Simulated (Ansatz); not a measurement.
Wanted: the native input for an Ansatz 0.2.0 run.

| Quantity | Value |
| --- | --- |
| Task | single point |
| Functional | PBE0 |
| Potentials or basis | Ansatz PAW |
| Cutoff | 420 eV (not typed: the program's choice for these potentials) |
| k mesh | 6 × 6 × 4 |
| Occupations | fermi-dirac, width 0.05 eV |
| Spin | collinear spin, ferromagnetic start |
| Starting moments | [4.0, 4.0, 0.0, 0.0] μB |

MnO:

```
Mn O
1.0
     3.37170    0.00000    0.00000
    -1.68585    2.91998    0.00000
     0.00000    0.00000    5.38550
Mn O
2 2
Direct
  0.66667 0.33333 0.51096
  0.33333 0.66667 0.01096
  0.66667 0.33333 0.87547
  0.33333 0.66667 0.37547
```

Measurements of this composition are mostly on another form, of space group No. 225.

One way to write it, as run:

input

```
crystal:
  lattice:
    - [3.3717, 0.0, 0.0]
    - [-1.68585, 2.9199778539, 0.0]
    - [0.0, 0.0, 5.3855]
  atoms:
    - { symbol: Mn, position: [0.6666666667, 0.3333333333, 0.51096], spin: 4.0 }
    - { symbol: Mn, position: [0.3333333333, 0.6666666667, 0.01096], spin: 4.0 }
    - { symbol: O, position: [0.6666666667, 0.3333333333, 0.87547] }
    - { symbol: O, position: [0.3333333333, 0.6666666667, 0.37547] }
hamiltonian:
  xc: pbe0
  pseudopotentials: { kind: paw }
magnetization:
  spin_polarized: true
kpoints:
  mp_grid: { grid: [6, 6, 4] }
scf:
  occupations: { method: fermi_dirac, width: 0.05 }
output:
  forces: true
  stress: true
  eigenvalues: true
```

Results of the run:

```json
{
  "Pressure": "5.0 GPa",
  "Largest force": "0.780 eV/Å",
  "Band gap on the k mesh": "1.23 eV, direct",
  "Net moment": "10.00 μB per cell",
  "Absolute moment": "10.00 μB per cell",
  "Site moments": "Mn +3.98; O +0.18 μB"
}
```

Caveat: the magnetic or orbital state may not be the lowest; the pressure holds a Pulay correction of +0.5 GPa for the finite cutoff; only a ferromagnetic start was run, and an antiferromagnetic order may lie lower in energy; the PAW data sets come from PBE, with cores solved anew for the run's functional, which leaves a small shift of forces and pressure; the thresholds are loose for stress.

Run time: 42 s on 1 × NVIDIA H100 80GB HBM3 with 2 threads of AMD EPYC 7R13 Processor (Zen 3), on a shared host, peak memory 2.5 GiB.
